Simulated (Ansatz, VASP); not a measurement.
**Two plane-wave programs on GaN**

```
Ga N
1.0
     3.18310    0.00000    0.00000
    -1.59155    2.75664    0.00000
     0.00000    0.00000    5.18358
Ga N
2 2
Direct
  0.66667 0.33333 0.49911
  0.33333 0.66667 0.99911
  0.66667 0.33333 0.87589
  0.33333 0.66667 0.37589
```

Alike in both runs: functional r2SCAN; k mesh 12 × 12 × 6; occupations gaussian, width 0.02 eV; no spin polarisation.

Ansatz relaxed the structure, and its values are those at the end. VASP's run is a single point on that final structure, the one shown.

|  | VASP | Ansatz |
| --- | --- | --- |
| version | VASP 6.6.1 | Ansatz 0.2.0 |
| potentials or method | VASP PAW PBE potentials, release 64 (Ga_d, N) | scalar-relativistic, plane waves, PAW |
| plane-wave cutoff (eV) | 520 | 500 |
| valence electrons in the cell | 36 | 36 |

|  | VASP | Ansatz | Ansatz less VASP |
| --- | --- | --- | --- |
| gap on the k mesh at the Fermi level (eV) | 2.34 | 2.35 | +0.007 |
| least direct gap on the mesh (eV) | 2.34 | 2.35 | +0.007 |
| pressure (GPa) | 1.1 | 0.0 | -1.09 |
| rms of the force components (eV/Å) | 0.003 | 0.000 | -0.0030 |

Caveats: the PAW data sets were made with another functional, which shifts forces and pressure a little (VASP). r2SCAN opens gaps a little over a GGA but as a rule still falls short of measured ones.
